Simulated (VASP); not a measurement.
Input of a VASP 6.6.1 run:

The input INCAR:

```
PREC = Accurate
ENCUT = 600
EDIFF = 1E-8
ISMEAR = 0
SIGMA = 0.03
LREAL = False
LASPH = True
NELM = 80
ALGO = Fast
ISIF = 2
LWAVE = False
LCHARG = False
GGA = PS
LEPSILON = True
KPAR = 2
```

KPOINTS

```
regular mesh
0
Monkhorst-Pack
  12 12 12
```

POSCAR

```
BaF2                                    
1.0
    0.0000000000      3.0882183965      3.0882183965
    3.0882183965      0.0000000000      3.0882183965
    3.0882183965      3.0882183965      0.0000000000
  Ba              F             
     1     2
Direct
     0.0000000000000000    0.0000000000000000    0.0000000000000000
     0.2500000000000000    0.2500000000000000    0.2500000000000000
     0.7500000000000000    0.7500000000000000    0.7500000000000000
```

Potentials or basis: VASP PAW PBE potentials, release 64 (Ba_sv, F).

Launch:

```console
$ cat potpaw_PBE.64/Ba_sv/POTCAR potpaw_PBE.64/F/POTCAR > POTCAR
$ mpirun -np 2 vasp_std > vasp.out
```

(1) What does it give for the electronic dielectric tensor (diagonal)?

(2) Predict the Born charges (mean of the diagonal).

## Answers

(1) 2.39.

(2) Ba +2.59; F -1.29 e.
